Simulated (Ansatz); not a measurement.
NiO in Ansatz: the effect of Hubbard term

The system is NiO.

```
CELL_PARAMETERS angstrom
0.00000 2.08590 2.08590
2.08590 0.00000 2.08590
2.08590 2.08590 0.00000
ATOMIC_POSITIONS crystal
Ni 0.00000 0.00000 0.00000
O 0.50000 0.50000 0.50000
```

Alike in all runs:

```yaml
Program: Ansatz 0.2.0
Task: density of states
Functional: PBEsol
Potentials_or_basis: all-electron LAPW, scalar-relativistic
Cutoff: 378 eV (chosen from the basis error)
Basis_error_allowed: 0.001 eV/atom
k_mesh: 11 × 11 × 11
Occupations: fermi-dirac, width 0.05 eV
Spin: collinear spin, ferromagnetic start
Starting_moments: "[1.0, 0.0] μB"
```

Q: One run gave: gap on the mesh 1.96 eV; pressure 4.2 GPa. Which Hubbard term did it use?
A. Ni d U = 8 eV
B. none
C. Ni d U = 6 eV
D. Ni d U = 2 eV
E. Ni d U = 4 eV

A: C.

| Hubbard term | gap on the mesh (eV) | pressure (GPa) |
| --- | --- | --- |
| none | none | -6.8 |
| Ni d U = 2 eV | 0.13 | 0.5 |
| Ni d U = 4 eV | 1.06 | 2.3 |
| Ni d U = 6 eV | 1.96 | 4.2 |
| Ni d U = 8 eV | 2.36 | 6.3 |

Caveats: a cell with one magnetic atom can't hold antiferromagnetic order, which such compounds often take; the magnetic state may not be the lowest (some runs); U is the effective U less J, on atomic orbitals that reach past the spheres (some runs); an odd mesh through Γ misses points on the zone boundary, where band edges often lie (some runs); semilocal functionals often make such compounds metallic where correlation or magnetic order opens a gap, which also shifts bond lengths (some runs).

A gap of «none» marks a metal or a gap under the smearing width.
